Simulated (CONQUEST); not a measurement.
# BP under changes of volume

One of the cells (11.682 Å³/atom); the others are scaled copies at fixed shape and fractional positions:

```xyz
4
Lattice="3.2089 0.0000 0.0000 0.0000 3.2089 0.0000 0.0000 0.0000 4.5380" Properties=species:S:1:pos:R:3 pbc="T T T"
P     0.0000    1.6044    1.1345
P     1.6044    0.0000    3.4035
B     0.0000    0.0000    0.0000
B     1.6044    1.6044    2.2690
```

- Program: CONQUEST 1.3
- Functional: PBE
- Potentials or basis: PseudoDojo NC PBE, DZP, grid of 32 × 32 × 48 points
- k mesh: 8 × 8 × 6
- Occupations: fermi-dirac, width 0.05 eV
- Spin: no spin polarisation

```tsv
volume (Å³/atom)	energy over the lowest point (meV/atom)	pressure (GPa)	gap on the mesh (eV)
10.981	42.72	15.1	1.15
11.214	23.72	10.9	1.18
11.448	10.60	7.1	1.21
11.682	2.83	3.6	1.23
11.915	0.00	0.3	1.26
12.149	?	?	?
```

Q: What does the run at 12.149 Å³/atom give?

A: Energy over the lowest point 1.80 meV/atom; pressure -2.7 GPa; gap on the mesh 1.28 eV.

Worked out: A Birch-Murnaghan fit of order 3 (a polynomial in V^(-2/3)) to the other rows has its minimum at 11.95 Å³/atom, just outside them, with B0 = V·E''(V) = 154 GPa and B' = 3.9. It gives 1.59 meV/atom at 12.149 Å³/atom, against the run's 1.80, and -dE/dV = -2.5 GPa, against -2.7. A straight line through the other rows of the gap, of slope 1.32 eV per unit of ln V, extrapolates to 1.29 eV, against the run's 1.28.

Energies are extrapolated to zero smearing.

Caveats: the basis of atomic orbitals isn't converged, which shifts pressures, moduli and gaps; the real-space grid breaks the cell's symmetry a little (some runs).

A mesh can miss the band edges.
